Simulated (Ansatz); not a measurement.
**AlAs across functionals**

```
CELL_PARAMETERS angstrom
0.00000 2.83040 2.83040
2.83040 0.00000 2.83040
2.83040 2.83040 0.00000
ATOMIC_POSITIONS crystal
Al 0.00000 0.00000 0.00000
As 0.75000 0.75000 0.75000
```

Atoms are numbered in the order listed.

Conventional cell: a = 5.661 Å, b = 5.661 Å, c = 5.661 Å, α = 90.00°, β = 90.00°, γ = 90.00°. Around Al (atom 1) lie 4 As at 2.45 Å. Around As (atom 2) lie 4 Al at 2.45 Å.

The cell is COD entry 1540257, as deposited and not checked against the literature; nothing was relaxed.

One fixed cell is solved with several functionals by PAW (frozen-core files) in Ansatz 0.2.0, scalar-relativistically. A positive pressure means that the functional wants a larger cell.

The PAW files were made with PBE; their cores are remade for each functional.

Numerical set-up: a Γ-centred 10×10×10 k mesh, Fermi–Dirac smearing of 0.05 eV, cutoff 420 eV, no spin polarisation.

Cutoffs: PBE 420 eV, LDA 420 eV, PBEsol 420 eV, r²SCAN 500 eV.

Task: Order the settings by the pressure that they give at this fixed cell, lowest first.
A. PBE
B. PBEsol
C. r²SCAN
D. LDA

Result: D (-1.23 GPa), B (0.54 GPa), C (0.70 GPa), A (2.59 GPa).

```json
{"setting": "PBE", "P (GPa)": "2.59", "gap over the k mesh and a high-symmetry path (eV)": "1.45", "lowest level at Γ above −25 eV, from the valence-band top or, without a gap, the Fermi level (eV)": "-11.86"}
{"setting": "LDA", "P (GPa)": "-1.23", "gap over the k mesh and a high-symmetry path (eV)": "1.35", "lowest level at Γ above −25 eV, from the valence-band top or, without a gap, the Fermi level (eV)": "-11.91"}
{"setting": "PBEsol", "P (GPa)": "0.54", "gap over the k mesh and a high-symmetry path (eV)": "1.33", "lowest level at Γ above −25 eV, from the valence-band top or, without a gap, the Fermi level (eV)": "-11.89"}
{"setting": "r²SCAN", "P (GPa)": "0.70", "gap over the k mesh and a high-symmetry path (eV)": "1.80", "lowest level at Γ above −25 eV, from the valence-band top or, without a gap, the Fermi level (eV)": "-12.32"}
```
